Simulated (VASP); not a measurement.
**ZrN: relaxation of cell and atoms with revPBE**

The system is ZrN.

```
Zr N
1.0
     0.00000    2.30000    2.30000
     2.30000    0.00000    2.30000
     2.30000    2.30000    0.00000
Zr N
1 1
Direct
  0.50000 0.50000 0.50000
  0.00000 0.00000 0.00000
```

```json
{
  "Program": "VASP 6.6.1",
  "Task": "relaxation of cell and atoms",
  "Functional": "revPBE",
  "Potentials or basis": "VASP PAW PBE potentials, release 64 (Zr_sv, N)",
  "Cutoff": "600 eV",
  "k mesh": "10 × 10 × 10",
  "Occupations": "fermi-dirac, width 0.05 eV",
  "Spin": "no spin polarisation",
  "Further INCAR settings": "ALGO = Normal; EDIFF = 1e-07; IBRION = 2; EDIFFG = -0.01; NSW = 60; ISIF = 3"
}
```

```yaml
Relaxed_volume: 12.27 Å³/atom
Relaxed_cell: a = 3.262 Å, b = 3.262 Å, c = 3.262 Å, α = 60.00°, β = 60.00°, γ = 60.00°
Space_group_after_relaxing_to_0.05_Å: Fm-3m (No. 225)
Energy_gained_by_relaxing: 0.7 meV/atom
Ionic_steps: 3
Pressure_after_relaxing: 0.0 GPa
Band_gap_on_the_k_mesh: none (metal or under the smearing width)
```

The path:
| step | energy change (eV) | largest force (eV/Å) | pressure (GPa) | volume (Å³) |
| --- | --- | --- | --- | --- |
| 1 | 0.0000 | 0.0000 | 2.06 | 24.33 |
| 2 | 0.0023 | 0.0000 | -3.29 | 24.89 |
| 3 | -0.0013 | 0.0000 | 0.00 | 24.54 |

Final structure:
```xyz
2
Lattice="0.0000 2.3065 2.3065 2.3065 0.0000 2.3065 2.3065 2.3065 0.0000" Properties=species:S:1:pos:R:3 pbc="T T T"
Zr    2.3065    2.3065    2.3065
N     0.0000    0.0000    0.0000
```

Levels at points of the mesh, in eV from the Fermi level:
```tsv
k point	band 5	band 6	band 7	band 8	band 9	band 10	band 11	band 12
(0.00, 0.00, 0.00)	-16.30	-2.68	-2.68	-2.68	-0.42	-0.42	-0.42	1.51
(0.50, 0.00, 0.00)	-14.20	-7.60	-5.64	-5.64	2.90	2.96	2.96	4.63
(0.50, 0.50, 0.00)	-15.76	-4.62	-3.43	-3.20	-3.20	3.24	4.36	4.36
```

It took 24 s on 1 thread of Intel(R) Xeon(R) 6975P-C (Granite Rapids) (shared host), peak memory 0.17 GiB.

Caveat: the PAW data sets were made with another functional, which shifts forces and pressure a little. revPBE gives volumes clearly too large for solids.
